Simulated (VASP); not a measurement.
# SnSe2 (P-3m1) in VASP: further runs, part 2 of 2

VASP 6.6.1. The steps go on from the part before.

**3. Single point, PBE, spin-orbit coupling, no magnetisation**

Contents of INCAR:

```
ALGO = Normal ; EDIFF = 1E-7
ENCUT = 280 ; GGA = PE
GGA_COMPAT = False ; ISIF = 2
ISMEAR = 0 ; LASPH = True
LCHARG = False ; LNONCOLLINEAR = True
LORBIT = 11 ; LREAL = False
LSORBIT = True ; LWAVE = False
MAGMOM = 0 0 0 0 0 0 0 0 0 ; NBANDS = 42
NELM = 100 ; PREC = Accurate
SIGMA = 0.02
```

Contents of KPOINTS:

```
k-points
0
Gamma
  7 7 4
```

Contents of POSCAR:

```
SnSe2
1.0
    3.8110000000      0.0000000000      0.0000000000
   -1.9055000000      3.3004228138      0.0000000000
    0.0000000000      0.0000000000      6.1360000000
Sn Se
1 2
Direct
    0.0000000000      0.0000000000      0.0000000000
    0.6666666667      0.3333333333      0.7510000000
    0.3333333333      0.6666666667      0.2490000000
```

Potentials or basis: VASP PAW PBE potentials, release 64 (Sn_d, Se).

The run is started by

```sh
$ cat potpaw_PBE.64/Sn_d/POTCAR potpaw_PBE.64/Se/POTCAR > POTCAR
$ mpirun -np 1 vasp_ncl > vasp.out
```

OUTCAR:

```text
EDIFF = 1E-7
   ENCUT = 280
   GGA = PE
   ISIF = 2
   ISMEAR = 0
   LASPH = True
   LNONCOLLINEAR = True
   LORBIT = 11
   LREAL = False
   LSORBIT = True
   NELM = 100
   PREC = Accurate

 Found     28 irreducible k-points:

 Following reciprocal coordinates:
            Coordinates               Weight
  0.000000  0.000000  0.000000      1.000000
  0.142857  0.000000  0.000000      6.000000
  0.285714 -0.000000  0.000000      6.000000
  0.428571 -0.000000  0.000000      6.000000
  0.142857  0.142857  0.000000      6.000000
  0.285714  0.142857  0.000000     12.000000
   k-points           NKPTS =     28   k-points in BZ     NKDIM =     28   number of bands    NBANDS=     42
   number of dos      NEDOS =    301   number of ions     NIONS =      3
[... 417 lines left out ...]
     0.0000000     0.0000000     0.0000000     0.0000000     0.0000000     0.0000000     0.0000000
     0.0000000     0.0000000     0.0000000     0.0000000     0.0000000     0.0000000     0.0000000
     0.0000000     0.0000000     0.0000000     0.0000000     0.0000000     0.0000000     0.0000000
     0.0000000     0.0000000     0.0000000     0.0000000     0.0000000     0.0000000     0.0000000
     0.0000000     0.0000000     0.0000000     0.0000000     0.0000000     0.0000000     0.0000000

 total charge

# of ion       s       p       d       tot
------------------------------------------
    1        1.054   1.063  10.109  12.225
    2        1.483   2.333   0.030   3.847
    3        1.483   2.333   0.030   3.847
--------------------------------------------------
tot          4.021   5.730  10.168  19.918

 magnetization (x)

# of ion       s       p       d       tot
------------------------------------------
    1        0.000   0.000   0.000   0.000
    2        0.000   0.000   0.000   0.000
    3        0.000  -0.000   0.000  -0.000
--------------------------------------------------
tot          0.000  -0.000   0.000  -0.000

 magnetization (y)

# of ion       s       p       d       tot
------------------------------------------
    1        0.000   0.000   0.000   0.000
    2        0.000   0.000  -0.000   0.000
    3        0.000   0.000  -0.000   0.000
--------------------------------------------------
tot          0.000   0.000  -0.000   0.000

 magnetization (z)

# of ion       s       p       d       tot
------------------------------------------
    1        0.000   0.000   0.000   0.000
    2        0.000   0.000   0.000   0.000
    3        0.000   0.000   0.000   0.000
--------------------------------------------------
tot          0.000   0.000   0.000   0.000
```

OSZICAR:

```text
N       E                     dE             d eps       ncg     rms          rms(c)
DAV:   1     0.193667424757E+03    0.19367E+03   -0.80371E+03  2438   0.954E+02
DAV:   2     0.157937952448E+02   -0.17787E+03   -0.16803E+03  2488   0.300E+02
DAV:   3    -0.110004081802E+02   -0.26794E+02   -0.26149E+02  2818   0.115E+02
DAV:   4    -0.120807626569E+02   -0.10804E+01   -0.10754E+01  2768   0.260E+01
DAV:   5    -0.121033945261E+02   -0.22632E-01   -0.22625E-01  3326   0.365E+00    0.532E+00
DAV:   6    -0.118504089714E+02    0.25299E+00   -0.27623E-01  3404   0.668E+00    0.343E+00
DAV:   7    -0.118294276736E+02    0.20981E-01   -0.15043E-01  2858   0.231E+00    0.128E+00
DAV:   8    -0.118292142747E+02    0.21340E-03   -0.78398E-03  3066   0.826E-01    0.640E-01
DAV:   9    -0.118295199522E+02   -0.30568E-03   -0.13868E-03  2860   0.316E-01    0.162E-01
DAV:  10    -0.118297133616E+02   -0.19341E-03   -0.26683E-04  2826   0.180E-01    0.519E-02
DAV:  11    -0.118297401817E+02   -0.26820E-04   -0.83002E-05  2770   0.551E-02    0.189E-02
DAV:  12    -0.118297548269E+02   -0.14645E-04   -0.20062E-05  2496   0.263E-02    0.688E-03
DAV:  13    -0.118297554071E+02   -0.58022E-06   -0.11204E-06  2936   0.666E-03    0.306E-03
DAV:  14    -0.118297554380E+02   -0.30834E-07   -0.66905E-08  2088   0.224E-03
   1 F= -.11829755E+02 E0= -.11829755E+02  d E =-.432777E-28  mag=    -0.0000     0.0000     0.0000
```

stdout:

```text
POSCAR found type information on POSCAR SnSe
 POSCAR found :  2 types and       3 ions
 scaLAPACK will be used
 LDA part: xc-table for (Slater+PW92), standard interpolation
 POSCAR, INCAR and KPOINTS ok, starting setup
 FFT: planning ... GRIDC
 FFT: planning ... GRID_SOFT
 FFT: planning ... GRID
 WAVECAR not read
 entering main loop
```

It took 84 s on 1 thread of Intel Xeon Platinum 8375C at 2.90GHz (Ice Lake), shared host; peak memory 0.25 GiB.

The run converged, but some of its settings lie outside the range that counts as converged, so its numbers aren't taken as properties of the crystal.

What came out:

```
Free energy                                           : -11.8298 eV
Pressure                                              : 5.6 GPa
Largest force                                         : 0.809 eV/Å
Valence electrons inside the program's atomic spheres : Sn 12.22; Se 3.85
```

Caveat: the cutoff is under 1.25 times the usual one of these potentials, so pressure, stress and relaxed cells hold a basis-set (Pulay) error; this functional lacks dispersion, which binds the layers, so the pressure and a relaxed spacing across them are unreliable.

**4. Single point, PBE, spin-orbit coupling, no magnetisation**

INCAR, as its differences from that of step 3:

```diff
@@ -1,3 +1,3 @@
 ALGO = Normal ; EDIFF = 1E-7
-ENCUT = 280 ; GGA = PE
+ENCUT = 340 ; GGA = PE
 GGA_COMPAT = False ; ISIF = 2
```

KPOINTS is that of step 3.

POSCAR is that of step 3.

The run is started by

```sh
$ cat potpaw_PBE.64/Sn_d/POTCAR potpaw_PBE.64/Se/POTCAR > POTCAR
$ mpirun -np 1 vasp_ncl > vasp.out
```

Run time: 1.9 min. Hardware: 1 thread of Intel Xeon Platinum 8375C at 2.90GHz (Ice Lake), shared host; peak memory 0.28 GiB.

The run converged, but some of its settings lie outside the range that counts as converged, so its numbers aren't taken as properties of the crystal.

Results:

```
Free energy                                           : -11.8309 eV
Pressure                                              : 5.5 GPa
Largest force                                         : 0.808 eV/Å
Valence electrons inside the program's atomic spheres : Sn 12.23; Se 3.85
```

Caveat: this functional lacks dispersion, which binds the layers, so the pressure and a relaxed spacing across them are unreliable.
